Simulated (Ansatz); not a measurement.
Consider the substitution at a C–In bond: `C[CH2][InH][OH]` + `CCCS` → `CCCSCC` + `[OH][InH2]`.

Program: Ansatz. Geometries: PBE0-D4/def2-TZVP. ΔE: electronic, gas phase. CBS: MP2 limit from def2 TZ/QZ plus the TZ coupled-cluster correction, frozen cores. Functionals use def2-TZVPP. B3LYP here is the variant with VWN-RPA as its local correlation; programs differ in this. def2 core potentials past Kr. For In outer-core shells are correlated without core-valence functions, which leaves a few kJ/mol of doubt a bond. Each species was taken in one conformer, which may not be the lowest.

`C[CH2][InH][OH]`:

```xyz
11

C     0.746   -1.499   -0.506
C    -0.270   -0.365   -0.502
In    0.069    1.192    0.953
O    -1.286    2.664    0.939
H     1.758   -1.140   -0.712
H     0.782   -2.018    0.455
H     0.509   -2.248   -1.268
H    -1.280   -0.744   -0.317
H    -0.310    0.130   -1.477
H     1.254    1.482    2.156
H    -1.973    2.547    0.280
```

`CCCS`:

Cartesian coordinates in Å:
```
C 1.301 0.362 -0.063
C 0.155 -0.136 0.798
C -1.205 -0.042 0.128
S -1.434 -1.116 -1.316
H 1.135 1.395 -0.384
H 1.421 -0.255 -0.957
H 2.245 0.332 0.484
H 0.110 0.452 1.723
H 0.335 -1.174 1.094
H -1.991 -0.360 0.817
H -1.433 0.987 -0.160
H -0.639 -0.446 -2.163
```

`CCCSCC`:

Z-matrix (Å, degrees):
```
C
C 1 1.520
H 1 1.094 2 111.3
H 1 1.092 2 111.3 3 120.1
H 1 1.093 2 111.2 3 -119.8
C 2 1.518 1 112.0 3 59.6
H 2 1.095 1 109.4 3 -62.1
H 2 1.094 1 110.4 3 -178.8
S 6 1.804 2 115.3 1 176.6
H 6 1.094 2 110.8 1 -58.1
H 6 1.094 2 110.2 1 59.4
C 9 1.807 6 102.2 2 64.0
C 12 1.515 9 114.8 6 62.3
H 12 1.093 9 109.5 6 -63.7
H 12 1.093 9 103.6 6 -177.1
H 13 1.092 12 111.6 9 -64.9
H 13 1.092 12 110.9 9 55.5
H 13 1.094 12 110.5 9 175.8
```

`[OH][InH2]`:

```xyz
5

O     1.292   -0.479    0.234
In   -0.616   -0.029   -0.115
H     1.851    0.292    0.346
H    -0.962    1.650   -0.161
H    -1.564   -1.433   -0.305
```

| species | B3LYP energy (Eh) |
| --- | --- |
| `C[CH2][InH][OH]` | -345.92372 |
| `CCCS` | -517.41125 |
| `CCCSCC` | -596.06792 |
| `[OH][InH2]` | -267.26088 |

Question: Work out ΔE.

Answer: ΔE = (-596.06792) + (-267.26088) − (-345.92372) − (-517.41125) = 0.00617 Eh = +16.2 kJ/mol. CCSD(T)/CBS gives +16.0 kJ/mol.

Largest T1 diagnostic among the species: 0.017.

In def2-TZVPP, CCSD(T) changes the Hartree–Fock value by +6.6 kJ/mol (the triples alone add −0.5 kJ/mol) and MP2 by +8.5 kJ/mol. The D4 term adds −5.8 kJ/mol with B3LYP and −3.5 kJ/mol with PBE0; it sums over pairs of atoms, weighted by their polarisabilities, and B3LYP, whose exchange is more repulsive, gets the larger term.
